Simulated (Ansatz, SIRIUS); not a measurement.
# SnSe: programs and potentials compared

```xyz
2
Lattice="0.0000 3.3908 3.3908 3.3908 0.0000 3.3908 3.3908 3.3908 0.0000" Properties=species:S:1:pos:R:3 pbc="T T T"
Sn    0.0000    0.0000    0.0000
Se    5.0863    5.0863    5.0863
```

Measurements of this composition are mostly on another form, of space group No. 62.

Alike in all runs: task equation of state; functional PBE; k mesh 7 × 7 × 7; occupations fermi-dirac, width 0.05 eV; no spin polarisation; no spin-orbit coupling.

```csv
program and potentials,plane-wave cutoff (eV),notes,equilibrium volume (Å³/atom),bulk modulus (GPa)
"Ansatz, Ansatz PAW",420,-,38.94,30.5
"SIRIUS, PseudoDojo 0.4.1 PBE standard (scalar relativistic)",1177,-,38.97,30.5
"Ansatz, Ansatz PAW (earlier soft set)",420,-,38.93,30.5
```

The equilibrium volume spans 38.93 (Ansatz, Ansatz PAW (earlier soft set)) to 38.97 Å³/atom (SIRIUS, PseudoDojo 0.4.1 PBE standard (scalar relativistic)). All agree on the bulk modulus.

The functional is the same throughout but for its coding, so the spread measures potentials, basis and numerics; runs on potential files found faulty are left out.
